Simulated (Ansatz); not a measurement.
Input, command and steps of an Ansatz relaxation.

```yaml
crystal:
  lattice:
    - [2.2940022614, 2.2940022614, 0.0]
    - [-2.2940022614, 2.2940022614, 0.0]
    - [0.0, 0.0, 4.4795196869]
  atoms:
    - { symbol: B, position: [0.0, 0.0, 0.0] }
    - { symbol: B, position: [0.5, 0.5, 0.5] }
    - { symbol: P, position: [0.5, 0.0, 0.75] }
    - { symbol: P, position: [0.0, 0.5, 0.25] }
basis:
  ecutwfc: 420
kpoints:
  mp_grid: { grid: [8, 8, 6] }
hamiltonian:
  xc: pbesol
scf:
  occupations: { method: gaussian, width: 0.02 }
output:
  forces: true
  stress: true
  eigenvalues: true
relax:
  adjacent_minimum: "off"
  f_tol: 0.008
  max_steps: 40
  cell: { stress_tol: 0.015, fix: [a, b, gamma] }
```

```bash
ansatz run input.yaml --threads 1 --pin off --max-ram 2560MiB --backend cpu --events-out ev --progress --plain --runs-dir out
```

Computed with DFT PBEsol, scalar-relativistic, plane waves, PAW in Ansatz.

Of 4 frames 3 are shown, positions in Å and forces in eV/Å; the SCF threshold varies from step to step. Steps run on the plane waves of an earlier cell, with a Pulay correction in the pressure. The basis is chosen afresh for the last frame, the zero of the energies, and at times for earlier ones too; energy and pressure step there, also at an unchanged geometry.

```xyz
4
Lattice="2.2940 2.2940 0.0000 -2.2940 2.2940 0.0000 0.0000 0.0000 4.4795" Properties=species:S:1:pos:R:3:forces:R:3 pbc="T T T" step=1 free_energy_over_end_meV_per_atom=0.04 pressure_GPa=-3.39
B     0.0000    0.0000    0.0000    0.0000    0.0000    0.0000
B     0.0000    2.2940    2.2398    0.0000    0.0000    0.0000
P     1.1470    1.1470    3.3596    0.0000    0.0000    0.0000
P    -1.1470    1.1470    1.1199    0.0000    0.0000    0.0000
4
Lattice="2.2940 2.2940 0.0000 -2.2940 2.2940 0.0000 0.0000 0.0000 4.4869" Properties=species:S:1:pos:R:3:forces:R:3 pbc="T T T" step=2 free_energy_over_end_meV_per_atom=0.02 pressure_GPa=-3.64
B     0.0000    0.0000    0.0000    0.0000    0.0000    0.0000
B     0.0000    2.2940    2.2434    0.0000    0.0000    0.0000
P     1.1470    1.1470    3.3652    0.0000    0.0000    0.0000
P    -1.1470    1.1470    1.1217    0.0000    0.0000    0.0000
4
Lattice="2.2940 2.2940 0.0000 -2.2940 2.2940 0.0000 0.0000 0.0000 4.4879" Properties=species:S:1:pos:R:3:forces:R:3 pbc="T T T" step=4 free_energy_over_end_meV_per_atom=0.00 pressure_GPa=-3.68
B     0.0000    0.0000    0.0000    0.0000    0.0000    0.0000
B     0.0000    2.2940    2.2440    0.0000    0.0000    0.0000
P     1.1470    1.1470    3.3660    0.0000    0.0000    0.0000
P    -1.1470    1.1470    1.1220    0.0000    0.0000    0.0000
```

The run took 13 s on 1 thread of Arm Neoverse V2, with other jobs on the host, peak memory 0.33 GiB.